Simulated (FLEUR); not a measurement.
## AlAu: single point with PBEsol

The system is AlAu.

```
CELL_PARAMETERS angstrom
3.16929 0.00000 0.00000
0.00000 3.16929 0.00000
0.00000 0.00000 3.16929
ATOMIC_POSITIONS crystal
Au 0.50000 0.50000 0.50000
Al 0.00000 0.00000 0.00000
```

The cell comes from a database or a generator and needn't be the stable form of this composition.

```
Program             : FLEUR MaX-R8.1 (later development tree)
Task                : single point
Functional          : PBEsol
Potentials or basis : all-electron
Basis               : FLAPW
Kmax                : 4.64 1/bohr
k mesh              : 8 × 8 × 8
Occupations         : fermi-dirac, width 0.05 eV
Spin                : no spin polarisation
```

The band gap on the k mesh is none (metal or under the smearing width) and the valence electrons inside the program's atomic spheres are Au 17.17; Al 9.00 (radii Au 2.39, Al 2.11 bohr).

Levels at points of the mesh, in eV from the Fermi level:
```csv
k point,band 12,band 13,band 14,band 15,band 16,band 17,band 18,band 19
"(0.00, 0.00, 0.00)",-4.90,-4.90,-4.90,2.83,2.83,2.83,7.22,7.49
"(0.00, 0.00, 0.50)",-5.86,-5.86,-4.77,-3.37,5.62,7.33,7.33,8.28
"(0.00, 0.50, 0.50)",-5.63,-3.98,-3.74,-3.74,-1.27,0.97,7.37,10.92
"(0.50, 0.50, 0.50)",-3.93,-3.93,-0.30,0.76,0.76,0.76,2.33,3.78
```

Core levels (eV from the Fermi level):
| atom | levels |
| --- | --- |
| 1 Au | 1s1/2 -80628.1, 2s1/2 -14214.2, 2p1/2 -13629.8, 2p3/2 -11794.8, 3s1/2 -3353.8, 3p1/2 -3091.3, 3p3/2 -2686.4, 4s1/2 -726.9, 3d3/2 -2251.0, 3d5/2 -2164.0, 4p1/2 -615.1, 4p3/2 -517.9, 4d3/2 -335.0, 4d5/2 -316.9, 4f5/2 -82.3, 4f7/2 -78.4 |
| 2 Al | 1s1/2 -1504.0 |

Run time: 49 s on 1 thread of Arm Neoverse V2, on a shared host, peak memory 0.07 GiB.

Spin-orbit coupling is left out, which matters for the levels of Au.
